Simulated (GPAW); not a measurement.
# Sb (P6_3/mmc) in GPAW: single point with PBE

Aim: the single point of Sb with PBE.

Program: GPAW 26.7.0. These are calculated values, not measurements. Logs are shortened: lines on timing, memory, paths and dates and some standing lists are left out, and cuts for length are marked. The log counts tension as positive stress, the text compression.

### Step 1. The crystal as given

The structure is hexagonal, space group P6_3/mmc (No. 194). Conventional cell: a = 3.355 Å, b = 3.355 Å, c = 5.470 Å, α = 90.00°, β = 90.00°, γ = 120.00°. Sb (site symmetry -6m2) is surrounded by 12 Sb at 3.35 Å.

This isn't the form of Sb at room conditions, which is rhombohedral.

### Step 2. Single point, PBE

File Sb.cif:

```cif
data_Sb
_cell_length_a 3.35453242
_cell_length_b 3.35453242
_cell_length_c 5.47016065
_cell_angle_alpha 90.00000000
_cell_angle_beta 90.00000000
_cell_angle_gamma 120.00000000
_space_group_name_H-M_alt 'P1'
_space_group_name_Hall 'P 1'
_space_group_IT_number 1
loop_
_space_group_symop_operation_xyz
'x,y,z'
loop_
_atom_site_label
_atom_site_type_symbol
_atom_site_symmetry_multiplicity
_atom_site_Wyckoff_symbol
_atom_site_fract_x
_atom_site_fract_y
_atom_site_fract_z
_atom_site_occupancy
Sb1 Sb 1 a 0.6666666667 0.3333333333 0.7500000000 1
Sb2 Sb 1 a 0.3333333333 0.6666666667 0.2500000000 1
```

Potentials or basis: GPAW PAW data sets (gpaw-data 1.2.1), pw.

Command:

```console
OMP_NUM_THREADS=1 gpaw run Sb.cif -p 'mode=PW(600),xc=PBE,kpts={size:(9,9,5),gamma:True},occupations={name:fermi-dirac,width:0.05},nbands=25,convergence={density:1e-05,energy:1e-05},maxiter=150,txt=gpaw.txt' --properties efs -w gs.gpw
```

Log:

```text
__  _  _
 | _ |_)|_||  |
 |__||  | ||/\| - 26.7.0

Input parameters:
  mode=PW(ecut=600.0),
  convergence={'density': 1e-05, 'energy': 1e-05},
  kpts=MonkhorstPack(size=[9, 9, 5], gamma=True),
  maxiter=150,
  nbands=25,
  occupations=Occupations(name='fermi-dirac', width=0.05),
  xc=XC(name='PBE')

Diagonalizing LCAO Hamiltonian
Converting LCAO to pw mode

           Sb

        Sb

Atoms  # Å, Bohr magnetons
|   | symbol |         x |        y |        z |    initial magnetic moments |
|---|--------|-----------|----------|----------|-----------------------------|
| 0 |     Sb |  1.677266 | 0.968370 | 4.102620 | ( 0.0000,  0.0000,  0.0000) |
| 1 |     Sb | -0.000000 | 1.936740 | 1.367540 | ( 0.0000,  0.0000,  0.0000) |

Unit cell  # Å
| periodic |         x |        y |        z |  lengths |     angles |
|----------|-----------|----------|----------|----------|------------|
|      yes |  3.354532 | 0.000000 | 0.000000 | 3.354532 |  90.000000 |
|      yes | -1.677266 | 2.905110 | 0.000000 | 3.354532 |  90.000000 |
|      yes |  0.000000 | 0.000000 | 5.470161 | 5.470161 | 120.000000 |

Number of symmetries: 12
Symmetry operations  # r_c * U_cc + t_c -> r_c
|    | kind |            matrix            |
|----|------|------------------------------|
|  0 |  σ   |  1, 1, 0,  0,-1, 0,  0, 0, 1 |
|  1 |  S6  |  1, 1, 0, -1, 0, 0,  0, 0,-1 |
|  2 |  E   |  1, 0, 0,  0, 1, 0,  0, 0, 1 |
|  3 |  C2  |  1, 0, 0, -1,-1, 0,  0, 0,-1 |
|  4 |  C2  |  0, 1, 0,  1, 0, 0,  0, 0,-1 |
|  5 |  C3  |  0, 1, 0, -1,-1, 0,  0, 0, 1 |
|  6 |  S6  |  0,-1, 0,  1, 1, 0,  0, 0,-1 |
|  7 |  σ   |  0,-1, 0, -1, 0, 0,  0, 0, 1 |
|  8 |  σ   | -1, 0, 0,  1, 1, 0,  0, 0, 1 |
|  9 |  i   | -1, 0, 0,  0,-1, 0,  0, 0,-1 |
| 10 |  C3  | -1,-1, 0,  1, 0, 0,  0, 0, 1 |
| 11 |  C2  | -1,-1, 0,  0, 1, 0,  0, 0,-1 |

BZ-sampling:
  Number of BZ points: 405
  Number of IBZ points: 50

  Monkhorst-Pack size: [9, 9, 5]
  Monkhorst-Pack shift: [0, 0, 0]

K-points  # in reciprocal-cell coordinates
|     |                                coordinates |     weight |
|-----|--------------------------------------------|------------|
|   0 | (  0.00000000,   0.00000000,   0.00000000) | 0.00246914 |
|   1 | (  0.00000000,   0.00000000,   0.20000000) | 0.00493827 |
|   2 | (  0.00000000,   0.00000000,   0.40000000) | 0.00493827 |
|   3 | (  0.11111111,   0.00000000,  -0.40000000) | 0.01481481 |
|   4 | (  0.11111111,   0.00000000,  -0.20000000) | 0.01481481 |
|   5 | (  0.11111111,   0.00000000,   0.00000000) | 0.01481481 |
|   6 | (  0.11111111,   0.00000000,   0.20000000) | 0.01481481 |
|   7 | (  0.11111111,   0.00000000,   0.40000000) | 0.01481481 |
|   8 | (  0.22222222,  -0.11111111,   0.00000000) | 0.01481481 |
|   9 | (  0.22222222,  -0.11111111,   0.20000000) | 0.02962963 |
| ... |                                            |            |
|  49 | (  0.44444444,   0.44444444,   0.40000000) | 0.02962963 |

Plane wave coefficients: 1798
Cutoff: 600.0 eV

Spin-components: 1 (collinear spins)
Bands:           25
Projectors:      12
Spin-degeneracy: 2
Datatype:        complex128

Parallelization:
  kpt:    1
  domain: 1
  band:   1

Density:
  Valence electrons: 30.0
  Components: 1
  Grid points: [20 20 32]
  Charge: 0.0  # |e|

Potential:
  Grid points: [20 20 32]

species:
  Sb:
    name:    Antimony
    Z:       51.0
    valence: 15
    core:    36
    charge:  0.0  # [|e|]
    compensation charges:
      type: gauss
      rc: 0.36  # [Å]
      lmax: 2
    cutoffs:
      filter: 2.23  # [Å]
      core: 2.23  # [Å]
    projectors
    | kind |    occ | energy [eV] | rcut [Å] |
    |------|--------|-------------|----------|
    |   5s |  2.000 |     -12.815 |    1.154 |
    |   5p |  3.000 |      -4.830 |    1.233 |
    |   4d | 10.000 |     -33.514 |    1.196 |
    |    s |        |      14.396 |    1.154 |
    |    p |        |      22.381 |    1.233 |
    |    d |        |      -6.303 |    1.196 |

    Using partial waves for Sb as LCAO basis

Reference energy: -352563.116496  # eV

eigensolver:
  PPCG
  Converge bands: occupied
  niter=2

density mixing:
  MSR1-Mixer
  Pratt-step length: 0.05
  Maximum mixing coefficient: 0.75
  Old densities: 10
  SVD Regularization: 0.005
  Good broyden scale: 1.0
  Trust region scale: 1.0
  Backstep threshold: 4.0
  History deletion threshold: 6.0
  Fourier metric: weight=20.0, sigma=0.015

occupation numbers:
  Fermi-Dirac:
    width: 0.0500  # eV

poisson solver:
  ecut: 4800.0  # eV

xc functional:
  name: PBE with 2 nearest neighbor stencil

convergence criteria:
- Maximum integral of absolute [dens]ity change: 1e-05 electrons / valence electron
- Maximum [total energy] change in last 3 cyles: 1e-05 eV / valence electron
- Maximum integral of absolute [eigenst]ate change: 4e-08 eV^2 / valence electron
maximum number of iterations: 150

SCF iterations
|iter     | |      energy | eigst |  dens |
|---------|-|-------------|-------|-------|
|iter:   1| |   -8.258590 | +0.46 |       |
|iter:   2| |   -8.264357 | -2.11 | -1.85 |
|iter:   3| |   -8.254236 | -2.55 | -1.87 |
|iter:   4| |   -8.254815 | -3.98 | -2.50 |
|iter:   5| |   -8.254988 | -4.89 | -2.92 |
|iter:   6| |   -8.254997c| -5.68 | -3.62 |
|iter:   7| |   -8.254996c| -6.53 | -4.06 |
|iter:   8| |   -8.254996c| -8.24c| -4.92 |
|iter:   9| |   -8.254996c| -8.08c| -5.27c|

Converged in 9 steps
Energy contributions relative to reference atoms: (reference = -352563.116496)

Energy contributions:
  Kinetic:           0.214832
  Coulomb:          -0.922832
  Zero:              0.349033
  External:          0.000000
  Xc:               -7.890031
  Entropy:          -0.011997
  Spinorbit:         0.000000
  ----------------------------
  Free energy:      -8.260995
  Extrapolated:     -8.254996

dipole moment: (-0.000000, -0.000001, -0.000001)  # |e|*Ang

Fermi level: 8.172
Eigenvalues  # (at kpt = [0.000, 0.000, 0.000])
| band index |      eig [eV] | occ [0-2] |
|------------|---------------|-----------|
|          0 |       -21.080 |     2.000 |
|        ... |               |           |
|          5 |       -21.058 |     2.000 |
|          6 |       -21.054 |     2.000 |
|          7 |       -21.054 |     2.000 |
|          8 |       -21.003 |     2.000 |
|          9 |       -21.003 |     2.000 |
|         10 |        -4.719 |     2.000 |
[... 8 lines left out ...]
|         19 |        17.404 |     0.000 |
|         20 |        18.672 |     0.000 |
|        ... |               |           |
|         24 |        20.455 |     0.000 |

No gap
No difference between direct/indirect transitions

Forces  # eV/Ang
|        x |       y |        z |
|----------|---------|----------|
|  0.00000 | 0.00000 | -0.00004 |  # Sb   0
| -0.00000 | 0.00000 |  0.00004 |  # Sb   1

Stress tensor  # eV/Ang^3
|         x |         y |         z |
|-----------|-----------|-----------|
| -0.007719 |  0.000000 |  0.000000 |
|  0.000000 | -0.007719 |  0.000000 |
|  0.000000 |  0.000000 | -0.005972 |

# Writing to gs.gpw (mode='')
```

It took 23 s on 1 thread of Arm Neoverse V2, shared host; peak memory 0.19 GiB.

Results:

| Property | Result |
| --- | --- |
| Free energy | -8.2610 eV |
| Pressure | 1.1 GPa |
| Band gap on the k mesh | none (metal or under the smearing width) |

The run has no spin-orbit coupling, so splittings on Sb are missing.
